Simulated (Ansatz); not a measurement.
# Zn (Fm-3m) under several functionals

Plane-wave DFT in Ansatz with scalar-relativistic PAW potentials. The same structure was relaxed (cell and atoms, symmetry kept) in separate runs at each level. This fcc form isn't the element's structure at ambient conditions. No spin polarisation.

| level | cutoff (eV) | k mesh | V (Å³/atom) | a (Å) | B0 (GPa) |
| --- | --- | --- | --- | --- | --- |
| PBE+D3(BJ) | 420 | 18×18×18 | 14.242 | 3.848 | – |
| r2SCAN | 500 | 18×18×18 | 14.288 | 3.852 | – |
| PBE | 420 | 18×18×18 | 15.161 | 3.929 | 68 |

Question: Where does PBEsol (420 eV, k mesh 18×18×18) fall?

Answer: V (Å³/atom) 14.138, a (Å) 3.838. Its volume is the smallest of the set. The usual order of volumes, PBEsol < PBE, holds here (14.138, 15.161 Å³/atom). As a rule PBEsol, built on the gradient expansion of slowly varying densities, lies between LDA and PBE; PBE's stronger gradient term for exchange weakens bonds. Adding D3 to PBE changes the volume by -6.1 %; the term is attractive, so it pulls cells in. In metals the pairwise form ignores screening by the conduction electrons and often pulls in too far. r2SCAN lies 5.8 % under PBE in volume.